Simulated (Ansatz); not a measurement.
C5H6 can be A, `C1=CCC=C1`, or B, `C=CC1=CC1`.

Isolated molecules relaxed with PBE0-D4/def2-TZVP in Ansatz; ΔE leaves out vibrations. CCSD(T)/CBS is the MP2 limit (def2-TZVPP, def2-QZVPP) plus CCSD(T) − MP2 in def2-TZVPP, frozen cores. DFT in def2-TZVPP. B3LYP here is the variant with VWN-RPA as its local correlation; programs differ in this. One conformer a species, not always the lowest.

A:

```xyz
11

C     1.120   -0.449   -0.486
C     0.719    0.831   -0.448
C    -0.627    0.902    0.193
C    -0.933   -0.523    0.514
C     0.091   -1.293    0.113
H     2.054   -0.813   -0.893
H     1.262    1.692   -0.814
H    -1.378    1.343   -0.476
H    -0.621    1.533    1.092
H    -1.844   -0.855    0.994
H     0.157   -2.368    0.212
```

B:

```xyz
11

C     1.439   -0.740    1.112
C     0.838   -0.870   -0.072
C    -0.253   -0.041   -0.476
C    -1.154    0.323   -1.332
C    -1.135    1.090   -0.049
H     1.112    0.014    1.819
H     2.265   -1.378    1.400
H     1.170   -1.627   -0.777
H    -1.633    0.210   -2.290
H    -0.736    2.106   -0.032
H    -1.912    0.914    0.697
```

(1) Which is lower in electronic energy at CCSD(T)/CBS, and by how much? (Best estimate.)

(2) Give E(B) − E(A) in kcal/mol with ωB97M-V, PBE-D4, B3LYP, HF/def2-TZVPP, B3LYP-D4, CCSD/def2-TZVPP, B2PLYP. (An estimate is asked.)

(3) Does the order hold for the free energy at 298.15 K (harmonic terms from PBE0-D4)? (An estimate is asked.)

Largest T1 diagnostic: 0.011.

Results:

(1) Computed: A, by 48.6 kcal/mol.

(2) Ansatz gave: ωB97M-V 48.3, PBE-D4 45.8, B3LYP 45.0, HF/def2-TZVPP 47.2, B3LYP-D4 46.1, CCSD/def2-TZVPP 48.4, B2PLYP 46.8. None reverses the order clearly.

(3) Ansatz gave: Yes: G(B) − G(A) = +45.7 kcal/mol, for one conformer each.

At CCSD(T), def2-SVP lies −1.6 kcal/mol from the extrapolated value and def2-TZVPP −0.2 kcal/mol. From r2SCAN to r2SCAN0 (25 % exact exchange), in def2-TZVPP and without D4, E(B) − E(A) moves by +1.4 kcal/mol.
